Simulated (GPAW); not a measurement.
# Al2O3 (Pnnm) in GPAW: settings compared

The runs below take Al2O3 through band structure, with PBEsol, r2SCAN, RPBE.

Everything below comes from runs of GPAW 26.7.0. Logs are shortened: lines on timing, memory, paths and dates and some standing lists are left out, and cuts for length are marked. The log counts tension as positive stress, the text compression.

### Step 1. The crystal as given

The structure is orthorhombic, space group Pnnm (No. 58). The conventional cell has a = 4.614 Å, b = 9.563 Å, c = 3.120 Å, α = 90.00°, β = 90.00°, γ = 90.00°. Around Al (site symmetry m) lie 4 O at 1.68 to 1.82 Å. O (site symmetry 2/m) is surrounded by 2 Al at 1.68 Å. Around O (site symmetry m) lie 3 Al at 1.82 Å.

Measurements of this composition are mostly on another form, of space group No. 167.

### Step 2. Band structure, PBEsol

Contents of run.py:

```python
from ase import Atoms
from ase.dft.bandgap import bandgap
from ase.io import write
from ase.units import GPa
from gpaw import GPAW, PW, setup_paths

setup_paths.insert(0, '.')

atoms = Atoms(['Al', 'Al', 'Al', 'Al', 'O', 'O', 'O', 'O', 'O', 'O'],
              cell=[[4.613777, 0.0, 0.0],
                    [0.0, 9.563279, 0.0],
                    [0.0, 0.0, 3.119862]],
              scaled_positions=[[0.982975, 0.824573, 0.0],
                                [0.017025, 0.175427, 0.0],
                                [0.482975, 0.675427, 0.5],
                                [0.517025, 0.324573, 0.5],
                                [0.5, 0.5, 0.5],
                                [0.123635, 0.75305, 0.5],
                                [0.376365, 0.25305, 0.0],
                                [0.623635, 0.74695, 0.0],
                                [0.0, 0.0, 0.0],
                                [0.876365, 0.24695, 0.5]],
              pbc=True)

calc = GPAW(mode=PW(800),
            xc='PBEsol',
            kpts={'size': (4, 2, 6), 'gamma': True},
            occupations={'name': 'fermi-dirac', 'width': 0.05},
            nbands=44,
            convergence={'density': 1e-05, 'energy': 1e-05},
            maxiter=150,
            txt='gpaw.txt')
atoms.calc = calc
energy = atoms.get_potential_energy()
forces = atoms.get_forces()
stress = atoms.get_stress()
calc.write('gs.gpw')
write('result.traj', atoms)
print(f'Energy: {energy:.6f} eV')
print('Forces (eV/A):')
print(forces.round(4))
print('Stress (GPa):', (stress / GPa).round(3))
print('Fermi level:', round(calc.get_fermi_level(), 4), 'eV')
print(f'Gap: {bandgap(calc)[0]:.4f} eV, direct: {bandgap(calc, direct=True)[0]:.4f} eV')

path = atoms.cell.bandpath('GXSYGZURTZ,YT,UX,SR', npoints=60, eps=1e-4)
bs_calc = calc.fixed_density(kpts=path, symmetry='off', nbands=69,
                             convergence={'bands': 'CBM+6.0', 'eigenstates': 1e-6}, txt='bands.txt')
bs = bs_calc.band_structure()
bs.write('bs.json')
print(f'Gap on the path: {bandgap(bs_calc)[0]:.4f} eV')
```

Potentials or basis: PAW data sets generated in the run's folder for this functional, pw.

On the command line:

```sh
$ gpaw-setup -f PBEsol Al O
$ OMP_NUM_THREADS=1 python run.py
```

gpaw.txt:

```text
__  _  _
 | _ |_)|_||  |
 |__||  | ||/\| - 26.7.0

Input parameters:
  mode=PW(ecut=800.0),
  convergence={'density': 1e-05, 'energy': 1e-05},
  kpts=MonkhorstPack(size=(4, 2, 6), gamma=True),
  maxiter=150,
  nbands=44,
  occupations=Occupations(name='fermi-dirac', width=0.05),
  xc=XC(name='PBEsol')

Diagonalizing LCAO Hamiltonian
Converting LCAO to pw mode
       .----------.
      /|          |
     / |          |
    /  O          |
   /   .--Al------.
  /   /  O       Al
 *   /   Al O   /
 |  /       O  /
 | /   O      /
 |/l         /
 O----------*

Atoms  # Å, Bohr magnetons
|   | symbol |        x |        y |        z |    initial magnetic moments |
|---|--------|----------|----------|----------|-----------------------------|
| 0 |     Al | 4.535227 | 7.885622 | 0.000000 | ( 0.0000,  0.0000,  0.0000) |
| 1 |     Al | 0.078550 | 1.677657 | 0.000000 | ( 0.0000,  0.0000,  0.0000) |
| 2 |     Al | 2.228339 | 6.459297 | 1.559931 | ( 0.0000,  0.0000,  0.0000) |
| 3 |     Al | 2.385438 | 3.103982 | 1.559931 | ( 0.0000,  0.0000,  0.0000) |
| 4 |      O | 2.306888 | 4.781639 | 1.559931 | ( 0.0000,  0.0000,  0.0000) |
| 5 |      O | 0.570424 | 7.201627 | 1.559931 | ( 0.0000,  0.0000,  0.0000) |
| 6 |      O | 1.736464 | 2.419988 | 0.000000 | ( 0.0000,  0.0000,  0.0000) |
| 7 |      O | 2.877313 | 7.143291 | 0.000000 | ( 0.0000,  0.0000,  0.0000) |
| 8 |      O | 0.000000 | 0.000000 | 0.000000 | ( 0.0000,  0.0000,  0.0000) |
| 9 |      O | 4.043353 | 2.361652 | 1.559931 | ( 0.0000,  0.0000,  0.0000) |

Unit cell  # Å
| periodic |        x |        y |        z |  lengths |    angles |
|----------|----------|----------|----------|----------|-----------|
|      yes | 4.613777 | 0.000000 | 0.000000 | 4.613777 | 90.000000 |
|      yes | 0.000000 | 9.563279 | 0.000000 | 9.563279 | 90.000000 |
|      yes | 0.000000 | 0.000000 | 3.119862 | 3.119862 | 90.000000 |

Number of symmetries: 4
Symmetry operations  # r_c * U_cc + t_c -> r_c
|   | kind |            matrix            |
|---|------|------------------------------|
| 0 |  E   |  1, 0, 0,  0, 1, 0,  0, 0, 1 |
| 1 |  σ   |  1, 0, 0,  0, 1, 0,  0, 0,-1 |
| 2 |  C2  | -1, 0, 0,  0,-1, 0,  0, 0, 1 |
| 3 |  i   | -1, 0, 0,  0,-1, 0,  0, 0,-1 |

BZ-sampling:
  Number of BZ points: 48
  Number of IBZ points: 24

  Monkhorst-Pack size: [4, 2, 6]
  Monkhorst-Pack shift: [0.125, 0.25, 0.08333333333333333]

K-points  # in reciprocal-cell coordinates
|     |                                coordinates |     weight |
|-----|--------------------------------------------|------------|
|   0 | (  0.00000000,   0.00000000,   0.00000000) | 0.02083333 |
|   1 | (  0.00000000,   0.00000000,   0.16666667) | 0.04166667 |
|   2 | (  0.00000000,   0.00000000,   0.33333333) | 0.04166667 |
|   3 | (  0.00000000,   0.00000000,   0.50000000) | 0.02083333 |
|   4 | (  0.00000000,   0.50000000,   0.00000000) | 0.02083333 |
|   5 | (  0.00000000,   0.50000000,   0.16666667) | 0.04166667 |
|   6 | (  0.00000000,   0.50000000,   0.33333333) | 0.04166667 |
|   7 | (  0.00000000,   0.50000000,   0.50000000) | 0.02083333 |
|   8 | (  0.25000000,   0.00000000,   0.00000000) | 0.04166667 |
|   9 | (  0.25000000,   0.00000000,   0.16666667) | 0.08333333 |
| ... |                                            |            |
|  23 | (  0.50000000,   0.50000000,   0.50000000) | 0.02083333 |

Plane wave coefficients: 7112
Cutoff: 800.0 eV

Spin-components: 1 (collinear spins)
Bands:           44
Projectors:      50
Spin-degeneracy: 2
Datatype:        complex128

Parallelization:
  kpt:    1
  domain: 1
  band:   1

Density:
  Valence electrons: 48.0
  Components: 1
  Grid points: [32 63 21]
  Charge: 0.0  # |e|

Potential:
  Grid points: [32 63 21]

species:
  Al:
    name:    Aluminium
    Z:       13.0
    valence: 3
    core:    10
    charge:  0.0  # [|e|]
    compensation charges:
      type: gauss
      rc: 0.34  # [Å]
      lmax: 2
    cutoffs:
      filter: 1.91  # [Å]
      core: 2.36  # [Å]
    projectors
    | kind |    occ | energy [eV] | rcut [Å] |
    |------|--------|-------------|----------|
    |   3s |  2.000 |      -7.715 |    1.085 |
    |   3p |  1.000 |      -2.689 |    1.085 |
    |    s |        |      19.497 |    1.085 |
    |    p |        |      24.522 |    1.085 |
    |    d |        |       0.000 |    1.085 |

    Using partial waves for Al as LCAO basis

  O:
    name:    Oxygen
    Z:       8.0
    valence: 6
    core:    2
    charge:  0.0  # [|e|]
    compensation charges:
      type: gauss
      rc: 0.21  # [Å]
      lmax: 2
    cutoffs:
      filter: 1.17  # [Å]
      core: 0.83  # [Å]
    projectors
    | kind |    occ | energy [eV] | rcut [Å] |
    |------|--------|-------------|----------|
    |   2s |  2.000 |     -23.808 |    0.688 |
    |   2p |  4.000 |      -8.972 |    0.598 |
    |    s |        |       3.404 |    0.688 |
    |    p |        |      18.239 |    0.598 |
    |    d |        |       0.000 |    0.619 |

    Using partial waves for O as LCAO basis

Reference energy: -38564.312526  # eV

eigensolver:
  PPCG
  Converge bands: occupied
  niter=2

density mixing:
  MSR1-Mixer
  Pratt-step length: 0.05
  Maximum mixing coefficient: 0.75
  Old densities: 10
  SVD Regularization: 0.005
  Good broyden scale: 1.0
  Trust region scale: 1.0
  Backstep threshold: 4.0
  History deletion threshold: 6.0
  Fourier metric: weight=20.0, sigma=0.015

occupation numbers:
  Fermi-Dirac:
    width: 0.0500  # eV

poisson solver:
  ecut: 6400.0  # eV

xc functional:
  name: PBEsol with 2 nearest neighbor stencil

convergence criteria:
- Maximum integral of absolute [dens]ity change: 1e-05 electrons / valence electron
- Maximum [total energy] change in last 3 cyles: 1e-05 eV / valence electron
- Maximum integral of absolute [eigenst]ate change: 4e-08 eV^2 / valence electron
maximum number of iterations: 150

SCF iterations
|iter     | |      energy | eigst |  dens |
|---------|-|-------------|-------|-------|
|iter:   1| |  -87.181694 | +0.20 |       |
|iter:   2| |  -84.710720 | -1.67 | -0.66 |
|iter:   3| |  -77.473981 | -0.73 | -0.71 |
|iter:   4| |  -77.494976 | -2.49 | -1.28 |
|iter:   5| |  -77.524210 | -2.93 | -1.55 |
|iter:   6| |  -77.518341 | -3.53 | -2.17 |
|iter:   7| |  -77.518492 | -5.42 | -2.78 |
|iter:   8| |  -77.518549c| -6.13 | -3.12 |
|iter:   9| |  -77.518550c| -7.65c| -4.11 |
|iter:  10| |  -77.518550c| -8.35c| -4.64 |
|iter:  11| |  -77.518550c| -8.10c| -4.96 |
|iter:  12| |  -77.518550c| -9.09c| -5.54c|

Converged in 12 steps
Energy contributions relative to reference atoms: (reference = -38564.312526)

Energy contributions:
  Kinetic:          86.231885
  Coulomb:         -82.688026
  Zero:              1.376343
  External:          0.000000
  Xc:              -82.438752
  Entropy:          -0.000000
  Spinorbit:         0.000000
  ----------------------------
  Free energy:     -77.518550
  Extrapolated:    -77.518550

dipole moment: (-12.899035, -26.736677, -36.772556)  # |e|*Ang

Fermi level: 3.341
Eigenvalues  # (at kpt = [0.000, 0.000, 0.000])
| band index |      eig [eV] | occ [0-2] |
|------------|---------------|-----------|
|          0 |       -17.026 |     2.000 |
|        ... |               |           |
|         16 |        -1.150 |     2.000 |
|         17 |        -0.389 |     2.000 |
|         18 |         0.201 |     2.000 |
|         19 |         0.520 |     2.000 |
|         20 |         0.747 |     2.000 |
|         21 |         1.290 |     2.000 |
[... 8 lines left out ...]
|         30 |        10.307 |     0.000 |
|         31 |        11.145 |     0.000 |
|        ... |               |           |
|         43 |        17.642 |     0.000 |

Gap: 3.458 eV
Transition (v -> c):
  (s=0, k=0, n=23, [0.00, 0.00, 0.00]) -> (s=0, k=0, n=24, [0.00, 0.00, 0.00])
No difference between direct/indirect transitions

Forces  # eV/Ang
|        x |        y |       z |
|----------|----------|---------|
| -0.03117 | -0.15436 | 0.00000 |  # Al   0
|  0.03117 |  0.15436 | 0.00000 |  # Al   1
| -0.03116 |  0.15447 | 0.00000 |  # Al   2
|  0.03116 | -0.15447 | 0.00000 |  # Al   3
|  0.00000 |  0.00000 | 0.00000 |  # O    4
|  0.12912 | -0.11826 | 0.00000 |  # O    5
| -0.12904 | -0.11658 | 0.00000 |  # O    6
|  0.12904 |  0.11658 | 0.00000 |  # O    7
|  0.00000 |  0.00000 | 0.00000 |  # O    8
| -0.12912 |  0.11826 | 0.00000 |  # O    9

Stress tensor  # eV/Ang^3
|         x |         y |        z |
|-----------|-----------|----------|
| -0.000298 |  0.000002 | 0.000000 |
|  0.000002 | -0.011058 | 0.000000 |
|  0.000000 |  0.000000 | 0.026138 |

# Writing to gs.gpw (mode='')
```

bands.txt:

```text
Diagonalizing LCAO Hamiltonian
Converting LCAO to pw mode
convergence criteria:
- Maximum integral of absolute [eigenst]ate change: 1e-06 eV^2 / valence electron
maximum number of iterations: 150

SCF iterations
|iter     | |      energy | eigst |  dens |
|---------|-|-------------|-------|-------|
|iter:   1| |             | +1.31 |       |
[... 65 lines left out ...]
         [0.5       , 0.25      , 0.        ],
         [0.5       , 0.5       , 0.        ],
         [0.        , 0.5       , 0.5       ],
         [0.        , 0.25      , 0.5       ],
         [0.        , 0.        , 0.5       ],
         [0.5       , 0.        , 0.5       ],
         [0.5       , 0.25      , 0.5       ],
         [0.5       , 0.5       , 0.5       ]])),
  maxiter=150,
  nbands=69,
  occupations=Occupations(name='fermi-dirac', width=0.05),
  symmetry=Symmetry(point_group=False, time_reversal=False),
  xc=XC(name='PBEsol')
```

Run time: 9.1 min. Hardware: 1 thread of Intel Xeon at 2.70GHz, shared host; peak memory 1.1 GiB.

Results:

- Free energy: -77.5185 eV
- Pressure: -0.8 GPa
- Largest force: 0.175 eV/Å
- Band gap on the k mesh: 3.46 eV, direct
- Band gap along the path: 3.46 eV, direct

Forces in eV/Å, atoms in the order of the input:
```
Al  -0.031 -0.154  0.000
Al   0.031  0.154  0.000
Al  -0.031  0.154  0.000
Al   0.031 -0.154  0.000
O    0.000  0.000  0.000
O    0.129 -0.118  0.000
O   -0.129 -0.117  0.000
O    0.129  0.117  0.000
O    0.000  0.000  0.000
O   -0.129  0.118  0.000
```

Stress tensor (GPa, compression positive):
```
 0.05  0.00  0.00
 0.00  1.77  0.00
 0.00  0.00 -4.19
```

Levels at the corners of the path, in eV from the valence-band top:
| point | band 22 | band 23 | band 24 | band 25 | band 26 | band 27 |
| --- | --- | --- | --- | --- | --- | --- |
| Γ | -0.51 | -0.06 | 0.00 | 3.46 | 5.00 | 6.05 |
| X | -1.07 | -0.72 | -0.72 | 7.59 | 7.59 | 7.95 |
| S | -1.22 | -0.55 | -0.55 | 6.80 | 6.80 | 7.97 |
| Y | -0.88 | -0.02 | -0.02 | 5.94 | 5.94 | 6.44 |
| Γ | -0.51 | -0.06 | 0.00 | 3.46 | 5.00 | 6.05 |
| Z | -0.72 | -0.03 | -0.03 | 4.12 | 4.12 | 6.42 |
| U | -1.15 | -0.61 | -0.61 | 7.51 | 7.51 | 7.99 |
| R | -1.04 | -0.72 | -0.72 | 7.01 | 7.01 | 7.95 |
| T | -0.80 | -0.02 | -0.02 | 5.91 | 5.91 | 6.42 |
| Z | -0.72 | -0.03 | -0.03 | 4.12 | 4.12 | 6.42 |
| Y | -0.88 | -0.02 | -0.02 | 5.94 | 5.94 | 6.44 |
| T | -0.80 | -0.02 | -0.02 | 5.91 | 5.91 | 6.42 |
| U | -1.15 | -0.61 | -0.61 | 7.51 | 7.51 | 7.99 |
| X | -1.07 | -0.72 | -0.72 | 7.59 | 7.59 | 7.95 |
| S | -1.22 | -0.55 | -0.55 | 6.80 | 6.80 | 7.97 |
| R | -1.04 | -0.72 | -0.72 | 7.01 | 7.01 | 7.95 |

(Continued in part 2 of 2.)
